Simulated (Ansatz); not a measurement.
The system is TaN.

```xyz
6
Lattice="5.1850 0.0000 0.0000 -2.5925 4.4903 0.0000 0.0000 0.0000 2.9080" Properties=species:S:1:pos:R:3 pbc="T T T"
Ta    0.0000    0.0000    0.0000
Ta    0.0000    2.9936    1.4540
Ta    2.5925    1.4968    1.4540
N     2.5925    0.0000    0.0000
N     1.2963    2.2452    0.0000
N    -1.2963    2.2452    0.0000
```

```yaml
Program: Ansatz 0.2.0
Task: relaxation of cell and atoms
Functional: PBE
Dispersion: D4
Potentials_or_basis: Ansatz PAW
Cutoff: "420 eV (not typed: the program's choice for these potentials)"
k_mesh: 6 × 6 × 9
Occupations: fermi-dirac, width 0.05 eV
Spin: no spin polarisation
```

At the start: volume 11.28 Å³/atom.

Q: How do energy, volume and symmetry change on relaxing?

A: It ends after 7 steps and the volume is 11.50 Å³/atom (+1.9 %); space group P6/mmm (No. 191, to 0.05 Å).

The path:
```tsv
step	energy change (eV)	largest force (eV/Å)	volume (Å³)
1	0.0000	0.0000	67.71
2	-0.0112	0.0000	69.53
3	-0.0178	0.0000	68.97
4	-0.0180	0.0000	68.95
5	-0.0221	0.0000	68.95
6	-0.0221	0.0000	68.97
7	-0.0222	0.0000	68.97
```

Final structure:
```
Ta N
1.0
     5.22162    0.00000    0.00000
    -2.61081    4.52206    0.00000
     0.00000    0.00000    2.92098
Ta N
3 3
Direct
  0.00000 0.00000 0.00000
  0.33333 0.66667 0.50000
  0.66667 0.33333 0.50000
  0.50000 0.00000 0.00000
  0.50000 0.50000 0.00000
  0.00000 0.50000 0.00000
```

Caveat: the plane-wave basis is chosen anew once the cell has moved, so the energies of steps on either side of that aren't comparable; the pressure holds a Pulay correction of +0.5 GPa for the finite cutoff; pairwise dispersion overbinds metals, which lowers pressure and volume.
